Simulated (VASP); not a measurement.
## GaP: polarisation by the Berry phase

Wanted: a Born charge of GaP from Berry phases. The cell is of the zinc-blende type, one of the forms listed for this formula, which need not be the common one. The start is a cell from a database of measured crystal structures.

Calculated with VASP 6.6.1; PBE; plane waves and PAW (Ga_d, P), in the first sound run; inputs show where later runs differ.

## 1. The structure

The structure is cubic, space group F-43m (No. 216). The conventional cell has a = 5.451 Å, b = 5.451 Å, c = 5.451 Å, α = 90.00°, β = 90.00°, γ = 90.00°. Ga has 4 P at 2.36 Å nearest. Nearest to P lie 4 Ga at 2.36 Å. Farther neighbours are not listed.

Structure file:

```xyz
2
Lattice="0.0000 2.7252 2.7252 2.7252 0.0000 2.7252 2.7252 2.7252 0.0000" Properties=species:S:1:pos:R:3 pbc="T T T"
Ga    0.0000    0.0000    0.0000
P     4.0879    4.0879    4.0879
```

## 2. Ground state

The next steps need an insulator, so the gap is checked first.

The input, INCAR:

```
SYSTEM = GaP
PREC = Accurate
ENCUT = 400
EDIFF = 1E-07
NELM = 100
ISMEAR = 0
SIGMA = 0.01
LREAL = .FALSE.
ALGO = Normal
GGA = PE
NBANDS = 15
LORBIT = 11
LWAVE = .FALSE.
LCHARG = .FALSE.
KPAR = 2
```

The input, POSCAR:

```
GaP
1.0
    0.0000000000      2.7252500000      2.7252500000
    2.7252500000      0.0000000000      2.7252500000
    2.7252500000      2.7252500000      0.0000000000
Ga P
1 1
Direct
    0.0000000000      0.0000000000      0.0000000000
    0.7500000000      0.7500000000      0.7500000000
```

The input, KPOINTS:

```
Automatic mesh
0
Gamma
8 8 8
0 0 0
```

The projector-augmented-wave data sets are Ga_d and P (PBE family, release 64).

Run with:

```sh
$ mpirun -np 2 vasp_std
```

The log of the run:

```text
[banner, memory and clock lines left out]
running    2 mpi-ranks, on    1 nodes
 distrk:  each k-point on    1 cores,    2 groups
 distr:  one band on    1 cores,    1 groups

 POSCAR found type information on POSCAR GaP
 POSCAR found :  2 types and       2 ions
 LDA part: xc-table for (Slater+PW92), standard interpolation
 POSCAR, INCAR and KPOINTS ok, starting setup
 FFT: planning ... GRIDC
 FFT: planning ... GRID_SOFT
 FFT: planning ... GRID
 WAVECAR not read
 entering main loop
       N       E                     dE             d eps       ncg     rms          rms(c)
DAV:   1     0.734999256355E+02    0.73500E+02   -0.79844E+03   894   0.147E+03
DAV:   2    -0.368793578451E+01   -0.77188E+02   -0.74224E+02   989   0.289E+02
DAV:   3    -0.929169256836E+01   -0.56038E+01   -0.55797E+01  1052   0.652E+01
DAV:   4    -0.938204407962E+01   -0.90352E-01   -0.90328E-01  1069   0.892E+00
DAV:   5    -0.938400221602E+01   -0.19581E-02   -0.19577E-02  1116   0.114E+00    0.425E+00
DAV:   6    -0.913835200819E+01    0.24565E+00   -0.39859E-01  1340   0.110E+01    0.280E+00
DAV:   7    -0.911163361087E+01    0.26718E-01   -0.99127E-02  1155   0.219E+00    0.113E+00
DAV:   8    -0.911189660383E+01   -0.26299E-03   -0.13967E-02  1046   0.153E+00    0.180E-01
DAV:   9    -0.911227177949E+01   -0.37518E-03   -0.14196E-03  1126   0.561E-01    0.841E-02
DAV:  10    -0.911233920014E+01   -0.67421E-04   -0.11143E-04  1292   0.114E-01    0.403E-02
DAV:  11    -0.911240947202E+01   -0.70272E-04   -0.98868E-05  1010   0.882E-02    0.502E-03
DAV:  12    -0.911240911382E+01    0.35821E-06   -0.30427E-06  1121   0.245E-02    0.275E-03
DAV:  13    -0.911240946022E+01   -0.34640E-06   -0.96276E-07  1087   0.844E-03    0.189E-03
DAV:  14    -0.911240945605E+01    0.41755E-08   -0.31066E-08   785   0.179E-03
   1 F= -.91124095E+01 E0= -.91124095E+01  d E =-.318405E-32
```

Wall time 9.6 s (2 MPI ranks of AMD EPYC 7R43, shared host); peak memory 0.24 GiB; 18 s of CPU time.

Lines that name or quote the potential files are left out of all logs, and their timing lines are given in words.

OUTCAR, selected parts (step 2):

```text
ion  position               nearest neighbor table
   1  0.000  0.000  0.000-   2 2.36   2 2.36   2 2.36   2 2.36
   2  0.750  0.750  0.750-   1 2.36   1 2.36   1 2.36   1 2.36

  LATTYP: Found a face centered cubic cell.
 ALAT       =     5.4505000000

 Subroutine GETGRP returns: Found 24 space group operations
 (whereof 24 operations were pure point group operations)

The static configuration has the point symmetry T_d .

 Found     29 irreducible k-points:

   k-points           NKPTS =     29   k-points in BZ     NKDIM =     29   number of bands    NBANDS=     15

   dimension x,y,z NGX =    28 NGY =   28 NGZ =   28
   dimension x,y,z NGXF=    56 NGYF=   56 NGZF=   56

   ENCUT  =  400.0 eV  29.40 Ry    5.42 a.u.   6.29  6.29  6.29*2*pi/ulx,y,z

   NELECT =      18.0000    total number of electrons

 k-points in reciprocal lattice and weights: Automatic mesh
   0.00000000  0.00000000  0.00000000       0.002
   0.12500000  0.00000000  0.00000000       0.016
   0.25000000  0.00000000  0.00000000       0.016
   0.37500000  0.00000000  0.00000000       0.016
   0.50000000  0.00000000  0.00000000       0.008
   0.12500000  0.12500000  0.00000000       0.012
   0.25000000  0.12500000  0.00000000       0.047
   0.37500000  0.12500000  0.00000000       0.047
   0.50000000  0.12500000  0.00000000       0.047
[...]
-0.37500000  0.50000000  0.12500000       0.023
  -0.25000000  0.50000000  0.25000000       0.012

 average (electrostatic) potential at core
       1 -65.3825       2 -83.4042

 E-fermi :   4.7332

 k-point     1 :       0.0000    0.0000    0.0000
  band No.  band energies     occupation
    ...
      5      -9.7991      2.00000
      6      -7.8408      2.00000
      7       4.6529      2.00000
      8       4.6529      2.00000
      9       4.6529      2.00000
     10       6.4766      0.00000
     11       8.5386      0.00000
     12       8.5386      0.00000
     13       8.5386      0.00000
     14      13.4577      0.00000
    ...

 k-point     2 :       0.1250    0.0000    0.0000
  band No.  band energies     occupation
    ...
      5      -9.7992      2.00000
      6      -7.6384      2.00000
      7       3.0239      2.00000
      8       4.4232      2.00000
      9       4.4232      2.00000
     10       7.1008      0.00000
     11       8.8886      0.00000
     12       8.8886      0.00000
     13       9.1223      0.00000
     14      13.8167      0.00000
    ...

 k-point     3 :       0.2500    0.0000    0.0000
  band No.  band energies     occupation
    ...
      5      -9.7981      2.00000
      6      -7.0647      2.00000
      7       0.7767      2.00000
      8       3.9905      2.00000
      9       3.9905      2.00000
     10       6.8065      0.00000
     11       9.3954      0.00000
     12       9.3954      0.00000
     13      11.0038      0.00000
     14      13.6341      0.00000
    ...

  Total        0.5766248      0.5766248      0.5766248      0.0000000     -0.0000000      0.0000000
  in kB       22.8220596     22.8220596     22.8220596      0.0000000     -0.0000000      0.0000000
  external PRESSURE =      22.8220596 kB  Pullay stress =       0.0000000 kB

  energy-cutoff  :      400.00
  volume of cell :       40.48
      direct lattice vectors                 reciprocal lattice vectors
     0.000000000  2.725250000  2.725250000    -0.183469406  0.183469406  0.183469406
     2.725250000  0.000000000  2.725250000     0.183469406 -0.183469406  0.183469406
     2.725250000  2.725250000  0.000000000     0.183469406  0.183469406 -0.183469406

 POSITION                                       TOTAL-FORCE (eV/Angst)
 -----------------------------------------------------------------------------------
      0.00000      0.00000      0.00000        -0.000000      0.000000      0.000000
      4.08788      4.08788      4.08788         0.000000     -0.000000     -0.000000
 -----------------------------------------------------------------------------------
    total drift:                               -0.000002     -0.000002     -0.000002

  FREE ENERGIE OF THE ION-ELECTRON SYSTEM (eV)
  ---------------------------------------------------
  free  energy   TOTEN  =        -9.1124094560 eV

  energy  without entropy=       -9.1124094560  energy(sigma->0) =       -9.11240946

 total charge
# of ion       s       p       d       tot
------------------------------------------
    1        0.862   0.849  10.012  11.723
    2        1.021   1.524   0.000   2.545
--------------------------------------------------
tot          1.882   2.374  10.012  14.268

[... 3 further parts left out ...]
```

The gap is read on the k-mesh alone, so it is an upper bound where the band edges lie off the mesh.

Numbers from this step:

| Quantity | Value |
| --- | --- |
| free energy (TOTEN) | -9.112 eV |
| Fermi energy | 4.733 eV |
| pressure | 2.282 GPa |
| gap on the k-mesh | 1.639 eV |
| least direct gap on the k-mesh | 1.824 eV |

The cell has a gap of 1.64 eV on this mesh and a pressure of +2.3 GPa, which holds the misfit of the given cell and coordinates with this functional, and any error of cutoff, mesh and data sets. Spin-orbit coupling is left out, which can shift or reorder these edges.

(Part 1 of 3 ends here.)

[Lines on the potential files, build, host, timing and source positions are cut from VASP's logs without a mark.]

[Logs are printed without paths, hosts, clocks, repeated set-up lines and the standing remarks that a program may print on its own settings, such as how far it seeks lower states.]

[Hosts, paths, dates, database ids (printed as entryN), source tags and the programs' standing remarks are cut or masked in the printed files.]
